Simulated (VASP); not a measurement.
# Quasiparticle energies of AlAs in VASP, part 2 of 6

Aim: the quasiparticle gap of AlAs, and what it costs to get it. The cell is of the zinc-blende type, one of the forms listed for this formula. The start is a cell from a database of measured crystal structures.

VASP 6.6.1, plane waves and PAW; the level of theory is named at each step.

So far, gap on the k-mesh (eV): step 2 (empty bands, functional PBE) 1.43.

### 3. evGW0

This step: evGW0 on PBE; plane waves and PAW (Al_GW, As_GW) (VASP 6.6.1).

The lowest NBANDSGW levels in G are updated for four passes while W stays fixed, so the result depends less on the starting levels.

INCAR

```
SYSTEM = AlAs
PREC = Accurate
ENCUT = 300
ISMEAR = 0
SIGMA = 0.01
LREAL = .FALSE.
GGA = PE
NBANDS = 296
ALGO = EVGW0
NELMGW = 4
ENCUTGW = 200
NOMEGA = 48
PRECFOCK = Fast
NBANDSGW = 16
LWAVE = .FALSE.
LCHARG = .FALSE.
```

POSCAR

```
AlAs
1.0
    0.0000000000      2.8304000000      2.8304000000
    2.8304000000      0.0000000000      2.8304000000
    2.8304000000      2.8304000000      0.0000000000
Al As
1 1
Direct
    0.0000000000      0.0000000000      0.0000000000
    0.2500000000      0.2500000000      0.2500000000
```

KPOINTS

```
Automatic mesh
0
Gamma
6 6 6
0 0 0
```

Potentials, in the order of the species: Al_GW and As_GW (PBE family, release 64).

The run is started by

```bash
mpirun -np 8 vasp_std
```

The log of the run:

```text
[banner, memory and clock lines left out]
running    8 mpi-ranks, on    1 nodes
 distrk:  each k-point on    8 cores,    1 groups
 distr:  one band on    1 cores,    8 groups

 POSCAR found type information on POSCAR AlAs
 POSCAR found :  2 types and       2 ions
 [... a notice as in an earlier step ...]

|                                                                             |
|           W    W    AA    RRRRR   N    N  II  N    N   GGGG   !!!           |
|           W    W   A  A   R    R  NN   N  II  NN   N  G    G  !!!           |
|           W    W  A    A  R    R  N N  N  II  N N  N  G       !!!           |
|           W WW W  AAAAAA  RRRRR   N  N N  II  N  N N  G  GGG   !            |
|           WW  WW  A    A  R   R   N   NN  II  N   NN  G    G                |
|           W    W  A    A  R    R  N    N  II  N    N   GGGG   !!!           |
|                                                                             |
|     The default for ENCUTGWSOFT is different in this version of VASP.       |
|     please manually set ENCUTGWSOFT =200 in the INCAR file.                 |
|                                                                             |

 LDA part: xc-table for (Slater+PW92), standard interpolation
 found WAVECAR, reading the header
 POSCAR, INCAR and KPOINTS ok, starting setup
 FFT: planning ... GRIDC
 FFT: planning ... GRID_SOFT
 FFT: planning ... GRID
 reading WAVECAR
 the WAVECAR file was read successfully
 initial charge from wavefunction
 available memory per node:     87.49 GB, setting MAXMEM to     89588

 The Fermi energy was updated, please check that it is located mid-gap
 values below the HOMO (VB) or above the LUMO (CB) will cause erroneous energies
 E-fermi :   4.1464

 calculate exact exchange contribution
 the WAVEDER file was read successfully
energies w=
    0.000    0.000    0.580    0.000    1.159    0.000    1.732    0.000
    2.299    0.000    2.857    0.000    3.406    0.000    3.945    0.000
    4.475    0.000    4.994    0.000    5.504    0.000    6.006    0.000
    6.500    0.000    6.989    0.000    7.474    0.000    7.956    0.000
    8.437    0.000    8.920    0.000    9.406    0.000    9.899    0.000
   10.399    0.000   10.911    0.000   11.437    0.000   11.981    0.000
   12.547    0.000   13.139    0.000   13.763    0.000   14.424    0.000
   15.130    0.000   15.890    0.000   16.715    0.000   17.617    0.000
   18.613    0.000   19.724    0.000   20.978    0.000   22.408    0.000
   24.061    0.000   26.000    0.000   28.315    0.000   31.130    0.000
   34.637    0.000   39.126    0.000   45.082    0.000   53.356    0.000
   65.606    0.000   85.546    0.000  123.572    0.000  224.075    0.000
 responsefunction array rank=     304
 LDA part: xc-table for (Slater+PW92), standard interpolation

 min. memory requirement per mpi rank    281.3 MB, per node   2250.5 MB

 allocating   6 responsefunctions rank=   304
 shmem allocating  48 responsefunctions rank=   304
 response function shared by NCSHMEM nodes    1
 Doing            6  frequencies on each core in blocks of           48
NQ=   1    0.0000    0.0000    0.0000,
|.........|.........|.........|.........|.........|.........|.........|.........
 performed        656000 updates of chi_q(r,r)
 total number of BLAS operations        420.39 Gflops
NQ=   2    0.1667    0.0000    0.0000,
|.........|.........|.........|.........|.........|.........|.........|.........
 performed       1956000 updates of chi_q(r,r)
 total number of BLAS operations       1325.61 Gflops
NQ=   3    0.3333    0.0000    0.0000,
|.........|.........|.........|.........|.........|.........|.........|.........
 performed       3256000 updates of chi_q(r,r)
 total number of BLAS operations       2182.39 Gflops
NQ=   4    0.5000    0.0000    0.0000,
|.........|.........|.........|.........|.........|.........|.........|.........
 performed       4328000 updates of chi_q(r,r)
 total number of BLAS operations       2817.41 Gflops
NQ=   5    0.1667    0.1667    0.0000,
|.........|.........|.........|.........|.........|.........|.........|.........
 performed       5628000 updates of chi_q(r,r)
 total number of BLAS operations       3722.62 Gflops
NQ=   6    0.3333    0.1667    0.0000,
|.........|.........|.........|.........|.........|.........|.........|.........
 performed       7742000 updates of chi_q(r,r)
 total number of BLAS operations       5184.99 Gflops
NQ=   7    0.5000    0.1667    0.0000,
|.........|.........|.........|.........|.........|.........|.........|.........
 performed       9856000 updates of chi_q(r,r)
 total number of BLAS operations       6637.43 Gflops
NQ=   8   -0.3333    0.1667    0.0000,
|.........|.........|.........|.........|.........|.........|.........|.........
 performed      11970000 updates of chi_q(r,r)
 total number of BLAS operations       8109.77 Gflops
NQ=   9   -0.1667    0.1667    0.0000,
|.........|.........|.........|.........|.........|.........|.........|.........
 performed      13781000 updates of chi_q(r,r)
 total number of BLAS operations       9371.08 Gflops
NQ=  10    0.3333    0.3333    0.0000,
|.........|.........|.........|.........|.........|.........|.........|.........
 performed      15081000 updates of chi_q(r,r)
 total number of BLAS operations      10319.77 Gflops
NQ=  11    0.5000    0.3333    0.0000,
|.........|.........|.........|.........|.........|.........|.........|.........
 performed      17195000 updates of chi_q(r,r)
 total number of BLAS operations      11742.61 Gflops
NQ=  12   -0.3333    0.3333    0.0000,
|.........|.........|.........|.........|.........|.........|.........|.........
 performed      19006000 updates of chi_q(r,r)
 total number of BLAS operations      12911.62 Gflops
NQ=  13    0.5000    0.5000    0.0000,
|.........|.........|.........|.........|.........|.........|.........|.........
 performed      19946000 updates of chi_q(r,r)
 total number of BLAS operations      13597.68 Gflops
NQ=  14    0.5000    0.3333    0.1667,
|.........|.........|.........|.........|.........|.........|.........|.........
 performed      22344000 updates of chi_q(r,r)
 total number of BLAS operations      15189.53 Gflops
NQ=  15   -0.3333    0.3333    0.1667,
|.........|.........|.........|.........|.........|.........|.........|.........
 performed      24591000 updates of chi_q(r,r)
 total number of BLAS operations      16660.17 Gflops
NQ=  16   -0.3333    0.5000    0.1667,
|.........|.........|.........|.........|.........|.........|.........|.........
 performed      26412000 updates of chi_q(r,r)
 total number of BLAS operations      17885.46 Gflops
 resolving degeneracies of screened two electron integrals

[...]
total number of BLAS operations      16660.17 Gflops
NQ=  16   -0.3333    0.5000    0.1667,
|.........|.........|.........|.........|.........|.........|.........|.........
 performed      26412000 updates of chi_q(r,r)
 total number of BLAS operations      17885.46 Gflops
 resolving degeneracies of screened two electron integrals

 calculate QP shifts <psi_nk| G(iteration)W_0 |psi_nk>: iteration 2
 allocating   6 responsefunctions rank=   304
 shmem allocating  48 responsefunctions rank=   304
 response function shared by NCSHMEM nodes    1
 Doing            6  frequencies on each core in blocks of           48
NQ=   1    0.0000    0.0000    0.0000,
|.........|.........|.........|.........|.........|.........|.........|.........
 performed        656000 updates of chi_q(r,r)
 total number of BLAS operations        420.39 Gflops
NQ=   2    0.1667    0.0000    0.0000,
|.........|.........|.........|.........|.........|.........|.........|.........
 performed       1956000 updates of chi_q(r,r)
 total number of BLAS operations       1325.61 Gflops
NQ=   3    0.3333    0.0000    0.0000,
|.........|.........|.........|.........|.........|.........|.........|.........
 performed       3256000 updates of chi_q(r,r)
 total number of BLAS operations       2182.39 Gflops
NQ=   4    0.5000    0.0000    0.0000,
|.........|.........|.........|.........|.........|.........|.........|.........
 performed       4328000 updates of chi_q(r,r)
 total number of BLAS operations       2817.41 Gflops
NQ=   5    0.1667    0.1667    0.0000,
|.........|.........|.........|.........|.........|.........|.........|.........
 performed       5628000 updates of chi_q(r,r)
 total number of BLAS operations       3722.62 Gflops
NQ=   6    0.3333    0.1667    0.0000,
|.........|.........|.........|.........|.........|.........|.........|.........
 performed       7742000 updates of chi_q(r,r)
 total number of BLAS operations       5184.99 Gflops
NQ=   7    0.5000    0.1667    0.0000,
|.........|.........|.........|.........|.........|.........|.........|.........
 performed       9856000 updates of chi_q(r,r)
 total number of BLAS operations       6637.43 Gflops
NQ=   8   -0.3333    0.1667    0.0000,
|.........|.........|.........|.........|.........|.........|.........|.........
 performed      11970000 updates of chi_q(r,r)
 total number of BLAS operations       8109.77 Gflops
NQ=   9   -0.1667    0.1667    0.0000,
|.........|.........|.........|.........|.........|.........|.........|.........
 performed      13781000 updates of chi_q(r,r)
 total number of BLAS operations       9371.08 Gflops
NQ=  10    0.3333    0.3333    0.0000,
|.........|.........|.........|.........|.........|.........|.........|.........
 performed      15081000 updates of chi_q(r,r)
 total number of BLAS operations      10319.77 Gflops
NQ=  11    0.5000    0.3333    0.0000,
|.........|.........|.........|.........|.........|.........|.........|.........
 performed      17195000 updates of chi_q(r,r)
 total number of BLAS operations      11742.61 Gflops
NQ=  12   -0.3333    0.3333    0.0000,
|.........|.........|.........|.........|.........|.........|.........|.........
 performed      19006000 updates of chi_q(r,r)
 total number of BLAS operations      12911.62 Gflops
NQ=  13    0.5000    0.5000    0.0000,
|.........|.........|.........|.........|.........|.........|.........|.........
 performed      19946000 updates of chi_q(r,r)
 total number of BLAS operations      13597.68 Gflops
NQ=  14    0.5000    0.3333    0.1667,
|.........|.........|.........|.........|.........|.........|.........|.........
 performed      22344000 updates of chi_q(r,r)
 total number of BLAS operations      15189.53 Gflops
NQ=  15   -0.3333    0.3333    0.1667,
|.........|.........|.........|.........|.........|.........|.........|.........
 performed      24591000 updates of chi_q(r,r)
 total number of BLAS operations      16660.17 Gflops
NQ=  16   -0.3333    0.5000    0.1667,
|.........|.........|.........|.........|.........|.........|.........|.........
 performed      26412000 updates of chi_q(r,r)
 total number of BLAS operations      17885.46 Gflops
 resolving degeneracies of screened two electron integrals

 calculate QP shifts <psi_nk| G(iteration)W_0 |psi_nk>: iteration 3
 allocating   6 responsefunctions rank=   304
 shmem allocating  48 responsefunctions rank=   304
 response function shared by NCSHMEM nodes    1
 Doing            6  frequencies on each core in blocks of           48
NQ=   1    0.0000    0.0000    0.0000,
|.........|.........|.........|.........|.........|.........|.........|.........
 performed        656000 updates of chi_q(r,r)
 total number of BLAS operations        420.39 Gflops
NQ=   2    0.1667    0.0000    0.0000,
|.........|.........|.........|.........|.........|.........|.........|.........
 performed       1956000 updates of chi_q(r,r)
 total number of BLAS operations       1325.61 Gflops
NQ=   3    0.3333    0.0000    0.0000,
|.........|.........|.........|.........|.........|.........|.........|.........
 performed       3256000 updates of chi_q(r,r)
 total number of BLAS operations       2182.39 Gflops
NQ=   4    0.5000    0.0000    0.0000,
|.........|.........|.........|.........|.........|.........|.........|.........
 performed       4328000 updates of chi_q(r,r)
 total number of BLAS operations       2817.41 Gflops
NQ=   5    0.1667    0.1667    0.0000,
|.........|.........|.........|.........|.........|.........|.........|.........
 performed       5628000 updates of chi_q(r,r)
 total number of BLAS operations       3722.62 Gflops
NQ=   6    0.3333    0.1667    0.0000,
|.........|.........|.........|.........|.........|.........|.........|.........
 performed       7742000 updates of chi_q(r,r)
 total number of BLAS operations       5184.99 Gflops
NQ=   7    0.5000    0.1667    0.0000,
|.........|.........|.........|.........|.........|.........|.........|.........
 performed       9856000 updates of chi_q(r,r)
 total number of BLAS operations       6637.43 Gflops
NQ=   8   -0.3333    0.1667    0.0000,
|.........|.........|.........|.........|.........|.........|.........|.........
 performed      11970000 updates of chi_q(r,r)
 total number of BLAS operations       8109.77 Gflops
NQ=   9   -0.1667    0.1667    0.0000,
|.........|.........|.........|.........|.........|.........|.........|.........
 performed      13781000 updates of chi_q(r,r)
 total number of BLAS operations       9371.08 Gflops
NQ=  10    0.3333    0.3333    0.0000,
|.........|.........|.........|.........|.........|.........|.........|.........
 performed      15081000 updates of chi_q(r,r)
 total number of BLAS operations      10319.77 Gflops
NQ=  11    0.5000    0.3333    0.0000,
|.........|.........|.........|.........|.........|.........|.........|.........
 performed      17195000 updates of chi_q(r,r)
 total number of BLAS operations      11742.61 Gflops
NQ=  12   -0.3333    0.3333    0.0000,
|.........|.........|.........|.........|.........|.........|.........|.........
 performed      19006000 updates of chi_q(r,r)
 total number of BLAS operations      12911.62 Gflops
NQ=  13    0.5000    0.5000    0.0000,
|.........|.........|.........|.........|.........|.........|.........|.........
 performed      19946000 updates of chi_q(r,r)
 total number of BLAS operations      13597.68 Gflops
NQ=  14    0.5000    0.3333    0.1667,
|.........|.........|.........|.........|.........|.........|.........|.........
 performed      22344000 updates of chi_q(r,r)
 total number of BLAS operations      15189.53 Gflops
NQ=  15   -0.3333    0.3333    0.1667,
|.........|.........|.........|.........|.........|.........|.........|.........
 performed      24591000 updates of chi_q(r,r)
 total number of BLAS operations      16660.17 Gflops
NQ=  16   -0.3333    0.5000    0.1667,
|.........|.........|.........|.........|.........|.........|.........|.........
 performed      26412000 updates of chi_q(r,r)
 total number of BLAS operations      17885.46 Gflops
 resolving degeneracies of screened two electron integrals

 calculate QP shifts <psi_nk| G(iteration)W_0 |psi_nk>: iteration 4
 entering main loop
```

Wall time 15 min (8 MPI ranks of AMD EPYC 7R43, shared host); peak memory 2.6 GiB; 2 h of CPU time.

[end of part 2 of 6]

[Lines on the potential files, build, host, timing and source positions are cut from VASP's logs without a mark.]

[Logs are printed without paths, hosts, clocks, repeated set-up lines and the standing remarks that a program may print on its own settings, such as how far it seeks lower states.]

[Hosts, paths, dates, database ids (printed as entryN), source tags and the programs' standing remarks are cut or masked in the printed files.]

[Pressures printed for these runs are not shown converged in the cutoff: they can be off by several GPa and have the wrong sign.]

[In band tables of VASP the shares of atoms and orbitals are scaled to a sum of 1 inside the atoms' spheres.]
